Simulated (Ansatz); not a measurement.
Kick test of a cell of Lu

The cell was found from a structure generator's guess, not taken from experiment.

Level of theory: DFT PBE, scalar-relativistic, plane waves, PAW in Ansatz 0.2.0. Cutoff 420 eV; k points 20×20×20 on the computed 1-atom cell (Γ-centred); Gaussian smearing, width 0.10 eV; no spin polarisation.

The cell below (1 atom, space group Fm-3m (No. 225)) is relaxed within its symmetry.

```xyz
1
Lattice="0.0000 2.4360 2.4360 2.4360 0.0000 2.4360 2.4360 2.4360 0.0000" Properties=species:S:1:pos:R:3 pbc="T T T"
Lu    0.0000    0.0000    0.0000
```

For the test a repeat of it with 4 atoms (edges 3.44, 5.97, 5.97 Å) was strained at random (σ = 1.5 % a component), the atoms were moved at random (σ = 0.05 Å), and all was relaxed again on a coarse 6×4×4 mesh (in the run’s order of axes) with 0.20 eV smearing, with no symmetry imposed.

**Question.** What happens?

**Answer.** It returns, within 1 meV/atom of the unmoved cell on that mesh and with the same symmetry when read at 0.1 Å (Immm at 0.01 Å, so small strains and shifts remain). No instability shows in this cell; modes of other wave vectors, which need another repeat, aren't tested.
